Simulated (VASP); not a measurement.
## PbSe (Clausthalite): Born charges and dielectric tensor with LDA

**What was measured.**

From a printed reference work, monograph, for a bulk crystal of PbSe at 300 K: band gap 0.28 eV (direct).

The system is PbSe (Clausthalite).

```
CELL_PARAMETERS angstrom
0.00000 3.06065 3.06065
3.06065 0.00000 3.06065
3.06065 3.06065 0.00000
ATOMIC_POSITIONS crystal
Pb 0.00000 0.00000 0.00000
Se 0.50000 0.50000 0.50000
```

| Property | Result |
| --- | --- |
| Program | VASP 6.6.1 |
| Task | Born charges and dielectric tensor |
| Functional | LDA |
| Potentials or basis | VASP PAW LDA potentials, release 64 (Pb_d, Se) |
| Cutoff | 520 eV |
| k mesh | 8 × 8 × 8 |
| Occupations | fermi-dirac, width 0.05 eV |
| Spin | no spin polarisation |
| Further INCAR settings | ALGO = Normal; EDIFF = 1e-08; IBRION = 8 |

* Band gap on the k mesh: 0.16 eV, direct
* Electronic dielectric tensor (diagonal): 65.82
* Born charges (mean of the diagonal): Pb +3.08; Se -3.08 e
* Highest phonon frequency at Γ, LO-TO splitting left out: 23 cm⁻¹

Levels at points of the mesh, in eV from the valence-band top:
```
           k point  band 7  band 8  band 9  band 10  band 11  band 12  band 13  band 14
(0.00, 0.00, 0.00)   -6.38   -1.87   -1.87    -1.87     4.60     4.60     4.60     6.48
(0.50, 0.00, 0.00)   -8.86   -1.45   -1.45     0.00     0.16     1.61     1.61     8.41
(0.50, 0.50, 0.00)   -7.45   -5.02   -3.25    -3.25     3.61     5.51     5.51     5.94
```

Phonon frequencies in cm⁻¹ (negative: imaginary):
| q point | frequencies |
| --- | --- |
| (0.000, 0.000, 0.000) | 0 0 0 23 23 23 |

Electronic dielectric tensor:
```
65.82  0.00  0.00
 0.00 65.82  0.00
 0.00  0.00 65.82
```

Born effective charge tensors (e):
atom 1, Pb
```
3.08 0.00 0.00
0.00 3.08 0.00
0.00 0.00 3.08
```
atom 2, Se
```
-3.08  0.00  0.00
 0.00 -3.08  0.00
 0.00  0.00 -3.08
```

Wall time 3.8 min on 1 thread of Intel(R) Xeon(R) Platinum 8488C (Sapphire Rapids), with other jobs on the host, peak memory 0.28 GiB.

Against the measured gap of PbSe, 0.28 eV (direct; 300 K; a printed reference work, monograph), the calculated 0.16 eV is off by -0.12 eV. 2 values of this kind are on record (0.15 to 0.28 eV); this one was drawn at random. Spin-orbit coupling on Pb, Se is left out. The value is that of LDA on a finite k mesh, which can miss the band edges, without temperature or zero-point motion. Semilocal functionals fall short of measured gaps as a rule.

Caveat: the gap is small at this level, which inflates the dielectric constant; spin-orbit coupling is left out, which as a rule narrows the gap of such compounds by several tenths of an eV.
